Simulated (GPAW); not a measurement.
Runs of GPAW 26.7.0 on Pb. It takes space group Fm-3m (No. 225, cubic). Conventional cell: a = 4.950 Å, b = 4.950 Å, c = 4.950 Å, α = 90.00°, β = 90.00°, γ = 90.00°. Pb (site symmetry m-3m) has 12 Pb at 3.50 Å as nearest neighbours. 

```tsv
level	cell	target pressure	gap on the mesh (eV)	pressure (GPa)	relaxed volume (Å³/atom)
PBEsol+D4	relaxed	-	none	0.1	(a)
PBEsol	relaxed to 2 GPa	2 GPa	none	2.0	-
PBEsol	relaxed to 20 GPa	20 GPa	none	20.0	-
PBEsol+D3(BJ)+ATM	relaxed	-	none	0.0	28.49
PBEsol	relaxed to 10 GPa	10 GPa	none	9.9	-
PBEsol	relaxed to 5 GPa	5 GPa	none	5.0	-
```

Alike in all rows: task relaxation of cell and atoms; potentials or basis PAW data sets generated in the run's folder for this functional, pw; no spin polarisation; k mesh 9 × 9 × 9; cutoff (eV) 600; smearing fermi-dirac 0.05 eV.

Q: Fill in the values left out.

A: (a) 28.94.

Caveats: later steps reuse the first step's grids; pairwise dispersion overbinds metals, which lowers pressure and volume (some runs); the volume moved by over 15 % at a fixed basis, so the end points are rough (some runs).

A k mesh can miss the band edges, and the runs leave out spin-orbit coupling on Pb.

A gap of «none» marks a metal or a gap under the smearing width.
